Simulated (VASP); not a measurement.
# CoO (P3m1) in VASP: a series of runs

One crystal, CoO, is run at these levels: PBE; tasks: single point.

All numbers are computed with VASP 6.6.1; they aren't measurements. Logs are shortened: lines on timing, memory, paths and dates and some standing lists are left out, and cuts for length are marked.

## (1) Starting point

The structure is hexagonal, space group P6_3mc (No. 186). The conventional cell has a = 3.198 Å, b = 3.198 Å, c = 5.229 Å, α = 90.00°, β = 90.00°, γ = 120.00°. Co (site symmetry 3m) has 4 O at 1.93 to 1.97 Å as nearest neighbours. O (site symmetry 3m) has 4 Co at 1.93 to 1.97 Å as nearest neighbours.

Measurements of this composition are mostly on another form, of space group No. 225.

## (2) Single point, PBE, collinear spin, ferromagnetic start

INCAR reads:

```
PREC = Accurate
ENCUT = 550
EDIFF = 1E-6
ISMEAR = 0
SIGMA = 0.05
LREAL = F
LASPH = T
NELM = 100
ALGO = Normal
ISIF = 2
LWAVE = F
LCHARG = F
ISPIN = 2
MAGMOM = 2 2 0 0
LORBIT = 11
LMAXMIX = 4
GGA = PE
NBANDS = 27
ADDGRID = F
```

KPOINTS reads:

```
Automatic mesh
0
Gamma
  10 10 6
```

POSCAR reads:

```
CoO
1.0
    3.1976457435      0.0000000000      0.0000000000
   -1.5988228718      2.7692424462      0.0000000000
    0.0000000000      0.0000000000      5.2287097100
Co O
2 2
Direct
    0.3365030000      0.6381030000      0.5003980000
    0.0481210000      0.0161470000     -0.0014250000
    0.3062570000      0.6452830000      0.8672390000
    0.0541720000      0.0112240000      0.3867870000
```

Potentials or basis: VASP PAW PBE potentials, release 64 (Co, O).

Command:

```
cat potpaw_PBE.64/Co/POTCAR potpaw_PBE.64/O/POTCAR > POTCAR
mpirun -np 1 vasp_std > vasp.out
```

OUTCAR:

```text
PREC = Accurate
   ENCUT = 550
   EDIFF = 1E-6
   ISMEAR = 0
   LREAL = F
   LASPH = T
   NELM = 100
   ISIF = 2
   ISPIN = 2
   LORBIT = 11
   GGA = PE

 Found    304 irreducible k-points:

 Following reciprocal coordinates:
            Coordinates               Weight
  0.000000  0.000000  0.000000      1.000000
  0.100000  0.000000  0.000000      2.000000
  0.000000  0.100000  0.000000      2.000000
 -0.100000  0.100000  0.000000      2.000000
  0.200000  0.000000  0.000000      2.000000
  0.000000  0.200000  0.000000      2.000000
   k-points           NKPTS =    304   k-points in BZ     NKDIM =    304   number of bands    NBANDS=     27
   number of dos      NEDOS =    301   number of ions     NIONS =      4
   total plane-waves  NPLWV =  23040
   dimension x,y,z NGX =    24 NGY =   24 NGZ =   40
   dimension x,y,z NGXF=    48 NGYF=   48 NGZF=   80
   ions per type =               2   2
   NGX,Y,Z   is equivalent  to a cutoff of  12.48, 12.48, 12.72 a.u.
   NGXF,Y,Z  is equivalent  to a cutoff of  24.96, 24.96, 25.44 a.u.
 SYSTEM =  unknown system
   PREC   = accura    normal or accurate (medium, high low for compatibility)
   ISTART =      0    job   : 0-new  1-cont  2-samecut
   ICHARG =      2    charge: 1-file 2-atom 10-const
   ISPIN  =      2    spin polarized calculation?
   LNONCOLLINEAR =      F non collinear calculations
   LSORBIT =      F    spin-orbit coupling
   LASPH  =      T    aspherical Exc in radial PAW
   ENCUT  =  550.0 eV  40.42 Ry    6.36 a.u.   6.11  6.11 10.00*2*pi/ulx,y,z
   NELM   =    100;   NELMIN=  2; NELMDL= -5     # of ELM steps
   EDIFF  = 0.1E-05   stopping-criterion for ELM
   LREAL  =      F    real-space projection
   EDIFFG = 0.1E-04   stopping-criterion for IOM
   NSW    =      0    number of steps for IOM
   IBRION =     -1    ionic relax: 0-MD 1-quasi-New 2-CG
   NFREE  =      0    steps in history (QN), initial steepest desc. (CG)
   ISIF   =      2    stress and relaxation
   ISYM   =      2    0-nonsym 1-usesym 2-fastsym
   POTIM  = 0.5000    time-step for ionic-motion
   TEBEG  =    0.0;   TEEND  =   0.0 temperature during run
   PSTRESS=    0.0 pullay stress
   NELECT =      30.0000    total number of electrons
   NUPDOWN=      -1.0000    fix difference up-down
   EMIN   =  10.00;   EMAX   =-10.00  energy-range for DOS
   EFERMI =   0.00;   METHOD = LEGACY
   ISMEAR =     0;   SIGMA  =   0.05  broadening in eV -4-tet -1-fermi 0-gaus
   EFERMI_NEDOS =   21; number of points for ismear=-14 and -15
   IALGO  =     38    algorithm
   IMIX   =      4    mixing-type and parameters
     AMIX     =   0.40;   BMIX     =  1.00
     AMIX_MAG =   1.60;   BMIX_MAG =  1.00
  volume/ion in A,a.u.               =      11.58        78.11
  Fermi-wavevector in a.u.,A,eV,Ry     =   1.416620  2.677023 27.304329  2.006812
  Thomas-Fermi vector in A             =   2.537935
   LORBIT       =     11    0 simple, 1 ext, 2 COOP (PROOUT), +10 PAW based schemes
   GGA     = PE    functional components
   LHFCALC =     F    Hartree Fock is set to
   AEXX    =    0.0000 exact exchange contribution
   IVDW    =     0    specifies the selected vdW correction
   LEPSILON=     F    determine dielectric tensor
   LRPA    =     F    only Hartree local field effects (RPA)
 spin polarized calculation
 Gauss-broadening in eV      SIGMA  =   0.05
  energy-cutoff  :      550.00
  volume of cell :       46.30
 maximum number of plane-waves:      1376
   NGX = 13   NGY = 13   NGZ = 19

 number of electron      29.9999997 magnetization       5.6857580

 Free energy of the ion-electron system (eV)
  ---------------------------------------------------
  ext. energy  EPLUGINS =         0.00000000
  ---------------------------------------------------
  free energy    TOTEN  =       -26.41840866 eV

  energy without entropy =      -26.41420843  energy(sigma->0) =      -26.41630854

 E-fermi :   5.9297     XC(G=0): -11.1244

 val. band max:        5.9286329529   @ k =   0.4000   0.3000   0.0000
 cond. band min:       5.9306582684   @ k =   0.0000   0.5000   0.5000
 fundamental gap:      0.0020253155
 Fermi energy:         5.9297374539

 spin component 1

 k-point     1 :       0.0000    0.0000    0.0000
  band No.  band energies     occupation
      1     -14.0900      1.00000
      2     -13.4675      1.00000
      3      -1.0903      1.00000
      4      -0.4546      1.00000
      5      -0.2635      1.00000
      6      -0.0827      1.00000
[... 19 lines left out ...]
     26      21.6174      0.00000
     27      22.1514      0.00000

 k-point     2 :       0.1000    0.0000    0.0000
  band No.  band energies     occupation
      1     -14.0429      1.00000
      2     -13.4442      1.00000
      3      -1.0174      1.00000
      4      -0.4383      1.00000
      5      -0.2610      1.00000
      6      -0.0853      1.00000
[... 19 lines left out ...]
     26      21.7702      0.00000
     27      22.0028      0.00000

 k-point     3 :       0.0000    0.1000    0.0000
  band No.  band energies     occupation
      1     -14.0371      1.00000
      2     -13.4435      1.00000
      3      -0.9889      1.00000
      4      -0.5472      1.00000
      5      -0.2062      1.00000
      6      -0.1200      1.00000
[... 19 lines left out ...]
     26      21.1410      0.00000
     27      21.7480      0.00000

 k-point     4 :      -0.1000    0.1000    0.0000
  band No.  band energies     occupation
      1     -14.0374      1.00000
      2     -13.4438      1.00000
      3      -0.9896      1.00000
      4      -0.5271      1.00000
      5      -0.2120      1.00000
      6      -0.1190      1.00000
[... 19 lines left out ...]
     26      21.0406      0.00000
     27      21.7392      0.00000

 k-point     5 :       0.2000    0.0000    0.0000
  band No.  band energies     occupation
      1     -13.9165      1.00000
      2     -13.3847      1.00000
      3      -0.8714      1.00000
      4      -0.4317      1.00000
      5      -0.3282      1.00000
      6      -0.2151      1.00000
[... 19 lines left out ...]
     26      21.2951      0.00000
     27      21.4691      0.00000

 k-point     6 :       0.0000    0.2000    0.0000
  band No.  band energies     occupation
      1     -13.8939      1.00000
      2     -13.3836      1.00000
      3      -0.7722      1.00000
      4      -0.7050      1.00000
      5      -0.2310      1.00000
      6      -0.0342      1.00000
[... 19 lines left out ...]
     26      20.7903      0.00000
     27      21.6592      0.00000

 [... further k-points ...]

 spin component 2

 k-point     1 :       0.0000    0.0000    0.0000
  band No.  band energies     occupation
      1     -13.5456      1.00000
      2     -12.8901      1.00000
      3      -0.5518      1.00000
      4       0.7071      1.00000
      5       0.9333      1.00000
      6       0.9792      1.00000
[... 19 lines left out ...]
     26      22.0802      0.00000
     27      23.1148      0.00000

 k-point     2 :       0.1000    0.0000    0.0000
  band No.  band energies     occupation
      1     -13.4962      1.00000
      2     -12.8656      1.00000
      3      -0.4688      1.00000
      4       0.7090      1.00000
      5       0.9243      1.00000
      6       0.9503      1.00000
[... 19 lines left out ...]
     26      22.3523      0.00000
     27      22.6414      0.00000

 k-point     3 :       0.0000    0.1000    0.0000
  band No.  band energies     occupation
      1     -13.4904      1.00000
      2     -12.8651      1.00000
      3      -0.4502      1.00000
      4       0.5610      1.00000
      5       0.8603      1.00000
      6       1.0165      1.00000
[... 19 lines left out ...]
     26      21.7505      0.00000
     27      22.3995      0.00000

 k-point     4 :      -0.1000    0.1000    0.0000
  band No.  band energies     occupation
      1     -13.4907      1.00000
      2     -12.8653      1.00000
      3      -0.4500      1.00000
      4       0.5912      1.00000
      5       0.8571      1.00000
      6       1.0158      1.00000
[... 19 lines left out ...]
     26      21.6689      0.00000
     27      22.3880      0.00000

 k-point     5 :       0.2000    0.0000    0.0000
  band No.  band energies     occupation
      1     -13.3634      1.00000
      2     -12.8028      1.00000
      3      -0.2601      1.00000
      4       0.5440      1.00000
      5       0.7650      1.00000
      6       0.8382      1.00000
[... 19 lines left out ...]
     26      21.9585      0.00000
     27      21.9718      0.00000

 k-point     6 :       0.0000    0.2000    0.0000
  band No.  band energies     occupation
      1     -13.3406      1.00000
      2     -12.8026      1.00000
      3      -0.1715      1.00000
      4       0.2109      1.00000
      5       0.6375      1.00000
      6       1.1319      1.00000
[... 19 lines left out ...]
     26      21.4180      0.00000
     27      22.2775      0.00000

 [... further k-points ...]

------------------------ aborting loop because EDIFF is reached ----------------------------------------

  FORCE on cell =-STRESS in cart. coord.  units (eV):
  Direction    XX          YY          ZZ          XY          YZ          ZX
  --------------------------------------------------------------------------------------
  -------------------------------------------------------------------------------------
  Total       -0.5572965      2.2074350      0.6332728     -1.5615410      0.3304200     -0.1413552
  in kB      -19.2846175     76.3858026     21.9136934    -54.0353681     11.4338105     -4.8914380
  external PRESSURE =      26.3382929 kB  Pullay stress =       0.0000000 kB

 VOLUME and BASIS-vectors are now :
 -----------------------------------------------------------------------------
  energy-cutoff  :      550.00
  volume of cell :       46.30
      direct lattice vectors                 reciprocal lattice vectors
     3.197645743  0.000000000  0.000000000     0.312730077  0.180554794  0.000000000
    -1.598822872  2.769242446  0.000000000     0.000000000  0.361109588  0.000000000
     0.000000000  0.000000000  5.228709710     0.000000000  0.000000000  0.191251773

 POSITION                                       TOTAL-FORCE (eV/Angst)
 -----------------------------------------------------------------------------------
      0.05580      1.76706      2.61644         0.437378      0.849005     -0.048086
      0.12806      0.04471      5.22126        -0.580857     -0.318959      0.516416
     -0.05239      1.78695      4.53454         0.649293      0.376401      0.329575
      0.15528      0.03108      2.02240        -0.505814     -0.906447     -0.797904
 -----------------------------------------------------------------------------------
    total drift:                                0.000042      0.000256     -0.000349

  FREE ENERGIE OF THE ION-ELECTRON SYSTEM (eV)
  ---------------------------------------------------
  free  energy   TOTEN  =       -26.4184086615 eV

  energy  without entropy=      -26.4142084265  energy(sigma->0) =      -26.41630854

 total charge

# of ion       s       p       d       tot
------------------------------------------
    1        0.367   0.475   7.212   8.055
    2        0.344   0.423   7.203   7.970
    3        1.552   3.449   0.000   5.001
    4        1.551   3.445   0.000   4.996
--------------------------------------------------
tot          3.814   7.793  14.416  26.023

 magnetization (x)

# of ion       s       p       d       tot
------------------------------------------
    1        0.020   0.059   2.360   2.440
    2        0.023   0.050   2.353   2.426
    3        0.021   0.292   0.000   0.313
    4        0.021   0.278   0.000   0.299
--------------------------------------------------
tot          0.085   0.679   4.713   5.478
```

Wall time 4.7 min (1 thread of Intel Xeon 6975P-C (Granite Rapids), shared host); peak memory 0.62 GiB.

These settings aren't checked as converged: the numbers below hold their error.

What came out:

| Property | Result |
| --- | --- |
| Free energy | -26.4184 eV |
| Pressure | 2.6 GPa |
| Largest force | 1.309 eV/Å |
| Band gap on the k mesh | none (metal or under the smearing width) |
| Net moment | 5.69 μB per cell |
| Site moments | Co +2.44, +2.43; O +0.31, +0.30 μB |
| Valence electrons inside the program's atomic spheres | Co 8.05, 7.97; O 5.00 |

Caveat: semilocal functionals often make such compounds metallic where correlation or magnetic order opens a gap, which also shifts bond lengths.

## (3) Single point, PBE, collinear spin, ferromagnetic start

Edit INCAR of step 2 so:

```diff
@@ -1,2 +1,2 @@
-PREC = Accurate
+PREC = Low
 ENCUT = 550
```

KPOINTS is that of step 2.

POSCAR reads:

```
CoO
1.0
    3.1976457435      0.0000000000      0.0000000000
   -1.5988228718      2.7692424462      0.0000000000
    0.0000000000      0.0000000000      5.2287097100
Co O
2 2
Direct
    0.3333333333      0.6666666667      0.5033624100
    0.0000000000      0.0000000000      0.0034741400
    0.3333333333      0.6666666667      0.8715556000
    0.0000000000      0.0000000000      0.3716088500
```

Potentials or basis: VASP PAW PBE potentials, release 64 (Co, O).

Command:

```
cat potpaw_PBE.64/Co/POTCAR potpaw_PBE.64/O/POTCAR > POTCAR
mpirun -np 1 vasp_std > vasp.out
```

It took 57 s on 1 thread of Intel Xeon 6975P-C (Granite Rapids), shared host; peak memory 0.22 GiB.

The run converged, but some of its settings lie outside the range that counts as converged, so its numbers aren't taken as properties of the crystal.

Results:

```yaml
Free_energy: -26.6221 eV
Pressure: 1.8 GPa
Largest_force: 0.312 eV/Å
Band_gap_on_the_k_mesh: none (metal or under the smearing width)
Net_moment: 5.92 μB per cell
Site_moments: Co +2.52; O +0.32 μB
Valence_electrons_inside_the_program's_atomic_spheres: Co 7.97; O 5.00
```

Caveat: semilocal functionals often make such compounds metallic where correlation or magnetic order opens a gap, which also shifts bond lengths.

## (4) Single point, PBE, collinear spin, ferromagnetic start

INCAR is that of step 3.

KPOINTS is that of step 3.

POSCAR reads:

```
CoO
1.0
    3.1976457435      0.0000000000      0.0000000000
   -1.5988228718      2.7692424462      0.0000000000
    0.0000000000      0.0000000000      5.2287097100
Co O
2 2
Direct
    0.3365030000      0.6381030000      0.5003980000
    0.0481210000      0.0161470000     -0.0014250000
    0.3062570000      0.6452830000      0.8672390000
    0.0541720000      0.0112240000      0.3867870000
```

Command:

```
cat potpaw_PBE.64/Co/POTCAR potpaw_PBE.64/O/POTCAR > POTCAR
mpirun -np 1 vasp_std > vasp.out
```

Wall time 3.8 min (1 thread of Intel Xeon 6975P-C (Granite Rapids), shared host); peak memory 0.56 GiB.

The run converged, but some of its settings lie outside the range that counts as converged, so its numbers aren't taken as properties of the crystal.

What came out:

- Free energy: -26.4220 eV
- Pressure: 2.7 GPa
- Largest force: 1.323 eV/Å
- Band gap on the k mesh: none (metal or under the smearing width)
- Net moment: 5.69 μB per cell
- Site moments: Co +2.44, +2.43; O +0.31, +0.30 μB
- Valence electrons inside the program's atomic spheres: Co 8.05, 7.97; O 5.00

Caveat: semilocal functionals often make such compounds metallic where correlation or magnetic order opens a gap, which also shifts bond lengths.

(Continued in part 2 of 2.)
